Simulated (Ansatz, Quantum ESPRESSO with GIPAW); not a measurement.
# 13C and 17O NMR of CO2, calculated, part 2 of 2

Aim: the magnetic shielding tensor of every site in CO2 and the field gradients at its nuclei.

Quantum ESPRESSO with GIPAW; PBEsol.

So far. Step 3 (Magnetic response): In this run the largest span is that of C (site symmetry 2), with principal values -77.8, -77.2 and 273.5 ppm. On O the most shielded direction lies along its short bond to C: a field along the bond can't mix the bonding orbital with those across it, so the paramagnetic term is smallest there.

## Step 4: Quadrupolar couplings

Level of this step: DFT, PBEsol, plane-wave PAW, default files, scalar-relativistic, field gradients (Ansatz).

17O has a quadrupole moment, which couples to the field gradient and broadens the lines. The gradient is a property of the ground-state density and needs no response; it is taken from a second code that counts the whole PAW charge. C_Q = eQV_zz/h, with Q = -0.02558 barn for 17O.

This step: DFT, PBEsol, plane-wave PAW, default files (PAW set soft_2), scalar-relativistic, field gradients (Ansatz 0.2.0), on the same atoms.

input.yaml reads:

```yaml
crystal:
  lattice:
    - [5.069311, 0.0, 0.0]
    - [0.0, 5.069311, 0.0]
    - [0.0, 0.0, 7.232025]
  atoms:
    - { symbol: O, position: [0.1678416024, 0.1586795745, 0.247865076] }
    - { symbol: O, position: [0.8321583976, 0.8413204255, 0.747865076] }
    - { symbol: O, position: [0.3413204255, 0.6678416024, 0.497865076] }
    - { symbol: O, position: [0.6586795745, 0.3321583976, -0.002134924] }
    - { symbol: O, position: [0.1586795745, 0.1678416024, 0.752134924] }
    - { symbol: O, position: [0.8413204255, 0.8321583976, 0.252134924] }
    - { symbol: O, position: [0.3321583976, 0.6586795745, 1.002134924] }
    - { symbol: O, position: [0.6678416024, 0.3413204255, 0.502134924] }
    - { symbol: C, position: [0.4952354043, 0.4952354043, 0.0] }
    - { symbol: C, position: [0.5047645957, 0.5047645957, 0.5] }
    - { symbol: C, position: [0.0047645957, 0.9952354043, 0.25] }
    - { symbol: C, position: [0.9952354043, 0.0047645957, 0.75] }
kpoints:
  mp_grid: { grid: [4, 4, 3] }
scf:
  occupations: { method: fixed }
hamiltonian:
  xc: pbesol
  pseudopotentials: { kind: paw, frozen_core: stored }
output:
  forces: false
  stress: false
  efg: { quadrupole_moments_barn: { O: -0.02558 } }
```

On the command line:

```sh
ansatz run input.yaml --threads 4 --pin off --max-ram 8192MiB --backend cpu --events-out ev --progress --plain --runs-dir out
```

What it wrote:

```text
[... set-up, SCF cycles and energies left out ...]
--- PAW observables at the nuclei: V_zz in 10²¹ V/m², potentials from the cell's mean, atoms counted from 1 ---
  atom   1  O  V_zz =    +7.375180   η = 0.0866   by run symmetry: allowed   C_q = -4.5617 MHz
  atom   2  O  V_zz =    +7.375180   η = 0.0866   by run symmetry: allowed   C_q = -4.5617 MHz
  atom   3  O  V_zz =    +7.375180   η = 0.0866   by run symmetry: allowed   C_q = -4.5617 MHz
  atom   4  O  V_zz =    +7.375180   η = 0.0866   by run symmetry: allowed   C_q = -4.5617 MHz
  atom   5  O  V_zz =    +7.375180   η = 0.0866   by run symmetry: allowed   C_q = -4.5617 MHz
  atom   6  O  V_zz =    +7.375180   η = 0.0866   by run symmetry: allowed   C_q = -4.5617 MHz
  atom   7  O  V_zz =    +7.375180   η = 0.0866   by run symmetry: allowed   C_q = -4.5617 MHz
  atom   8  O  V_zz =    +7.375180   η = 0.0866   by run symmetry: allowed   C_q = -4.5617 MHz
  atom   9  C  V_zz =    -2.563709   η = 0.0464   by run symmetry: allowed
  atom  10  C  V_zz =    -2.563709   η = 0.0464   by run symmetry: allowed
  atom  11  C  V_zz =    -2.563709   η = 0.0464   by run symmetry: allowed
  atom  12  C  V_zz =    -2.563709   η = 0.0464   by run symmetry: allowed
[the lines on potentials at the nuclei are left out]
```

The job ended after 2.4 s (4 threads of Arm Neoverse V1, shared host; peak memory 0.43 GiB).

Among nuclei of half-integer spin the second-order effect is largest for 17O on O (spin 5/2, C_Q -4.56 MHz): at 9.4 T it moves the centre of gravity of the MAS line by -42 ppm from δ_iso, and by a quarter of that at twice the field, by δ_Q = −(3/40)(C_Q/ν0)²(1 + η²/3)[I(I+1) − 3/4]/[I²(2I−1)²] × 10⁶ ppm with ν0 = 54.3 MHz.

## Step 5: Sites, surroundings and shifts

A shielding is counted from the bare nucleus and a shift from a reference compound, with the opposite sign. Here the reference is a mean over several measured solids, with the slope held at one.

Reference lines, from the same functional and files: 13C: δ = (162.2 − σ), zero at TMS, fitted to 6 measured values, from C, KHCO3, Li2CO3, MgCO3, Na2CO3 and SiC, with a scatter of 0.77 ppm r.m.s., on σ without the shape term. Kinds of site that fitted badly were split off after the misses were seen, so the scatter is that of the points kept.

Covalently bonded atoms count as neighbours within 1.18 times the sum of their radii. Otherwise a cation's neighbours lie within 1.2 times its shortest bond (1.3 for large cations, each anion's radius taken off where they differ), and an anion's are the cations that count it.

| site | atom no. | atoms in cell | surroundings | bonds (Å) | δ_iso (ppm) | C_Q (MHz) | η_Q |
| --- | --- | --- | --- | --- | --- | --- | --- |
| O | 1 | 8 | bound to C | 1.171 | - | -4.56 | 0.09 |
| C | 9 | 4 | CO2 | 1.171 | 122.7 | - | - |

Simulated spectrum: 13C static powder, 18.8 T (201.3 MHz), lines broadened by 7.0 ppm; rigid lattice, with dipolar and J couplings left out.

δ (ppm), intensity and a bar:
```
      282       0.00 
      269       0.00 
      255       0.01 
      242       0.55 ################
      237       1.00 ##############################
      229       0.58 #################
      216       0.38 ###########
      202       0.30 #########
      190       0.26 ########
      176       0.23 #######
      163       0.21 ######
      150       0.19 ######
      137       0.18 #####
      123       0.17 #####
      110       0.16 #####
       97       0.15 #####
       84       0.15 ####
       70       0.14 ####
       58       0.14 ####
       44       0.13 ####
       31       0.13 ####
       18       0.12 ####
        5       0.12 ####
       -9       0.12 ###
      -22       0.11 ###
      -35       0.11 ###
      -48       0.11 ###
      -62       0.11 ###
      -74       0.10 ###
      -88       0.10 ###
     -101       0.10 ###
     -114       0.02 #
     -127       0.00 
     -141       0.00 
     -153       0.00
```

Most prominent maxima (ppm: height): 237: 1.00.

Simulated spectrum: 17O static powder, 7.05 T (40.7 MHz), central transition to second order, lines broadened by 12 ppm; the axis counts ppm from the isotropic position of O, as −Δσ; rigid lattice, with dipolar and J couplings and satellite transitions left out.

offset (ppm), intensity and a bar:
```
      328       0.00 
      305       0.00 
      281       0.01 
      257       0.20 ######
      237       0.88 ##########################
      236       0.87 ##########################
      212       0.47 ##############
      188       0.36 ###########
      167       0.31 #########
      143       0.28 ########
      119       0.25 #######
       98       0.23 #######
       74       0.23 #######
       50       0.22 #######
       27       0.21 ######
        5       0.20 ######
      -19       0.20 ######
      -42       0.19 ######
      -64       0.19 ######
      -88       0.19 ######
     -111       0.20 ######
     -133       0.20 ######
     -157       0.20 ######
     -180       0.21 ######
     -204       0.24 #######
     -226       0.37 ###########
     -249       0.42 #############
     -273       0.48 ##############
     -295       0.59 ##################
     -318       0.97 #############################
     -322       1.00 ##############################
     -342       0.68 ####################
     -364       0.13 ####
     -387       0.01 
     -411       0.00 
     -433       0.00
```

Most prominent maxima (ppm: height): 237: 0.88, -322: 1.00.

## Step 6: What the settings change

Each row names what was changed: another mesh tests the sampling of the zone.

Changes of σ_iso (ppm) against the run above (PBEsol, cutoffs 55 and 330 Ry, mesh 3×3×2, 14 min). Times are CPU times of pw.x and gipaw.x together, on 4 MPI ranks of Arm Neoverse V1, shared host; on a shared host they are rough.

| run | CPU time | f-sum miss | O | C |
| --- | --- | --- | --- | --- |
| mesh 4×4×3 | 26 min | 0.0036 | -0.0 | +0.0 |

## Step 7: Summary of results

```yaml
13c_shift: 122.7 ppm
17o_shielding_without_shape_term: 180.6 ppm
17o_size_of_c_q: 4.56 MHz
```

What this shows: 13C has one site (CO2), with isotropic shift 122.7 ppm. Going to mesh 4×4×3 changes no isotropic shielding by more than 0.015 ppm, so the main run is converged in that respect. A higher cutoff was not carried through on these files. In PBE checks against another PAW code, field gradients made this way came out (cores as stored) 4 to 9 % larger on O (three silicas and corundum) and 6 % smaller on Al (corundum alone). This build of gipaw.x prints that it is not audited and that its numbers are no references by themselves. It also reports spline_ps as false although the input sets it; why was not traced. The field gradients use PAW files made for PBE.

[Banner, clock, file and message-heading lines were taken out of the pw.x and gipaw.x logs.]

[Logs are printed without paths, hosts, clocks, repeated set-up lines and the standing remarks that a program may print on its own settings, such as how far it seeks lower states.]

[Hosts, paths, dates, database ids (printed as entryN), source tags and the programs' standing remarks are cut or masked in the printed files.]

[Where no reference line passes its bar on scatter, no shift is given, so a measured shift of this compound may stand uncompared.]
